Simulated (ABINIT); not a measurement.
The system is Te2Pt (Moncheite).

```xyz
3
Lattice="4.0100 0.0000 0.0000 -2.0050 3.4728 0.0000 0.0000 0.0000 5.2010" Properties=species:S:1:pos:R:3 pbc="T T T"
Pt    0.0000    0.0000    0.0000
Te    2.0050    1.1576    3.9007
Te    0.0000    2.3152    1.3002
```

Base run:

- Program: ABINIT 10.8.3 (patched build)
- Functional: PBEsol
- Potentials or basis: JTH PAW PBE v2.0
- Cutoff: 435 eV
- k mesh: 8 × 8 × 5
- Occupations: fermi-dirac, width 0.05 eV
- Spin: no spin polarisation

Its results: band gap on the k mesh none (metal or under the smearing width); pressure 5.5 GPa; largest force 0.965 eV/Å.

Q: After a change of settings the same cell gave: band gap on the k mesh none (metal or under the smearing width); pressure 6.0 GPa; largest force 0.703 eV/Å. Which change was it?
A. functional from PBEsol to revPBE
B. k mesh from 8 × 8 × 5 to 3 × 3 × 2
C. functional from PBEsol to HCTH407
D. functional from PBEsol to AM05

A: B.

Caveats: some runs use coarse meshes; the PAW data sets were made with another functional, which shifts forces and pressure a little; spin-orbit coupling is left out, which moves the levels of the heavy elements (some runs).

Runs at the PBE level aren't shown here.
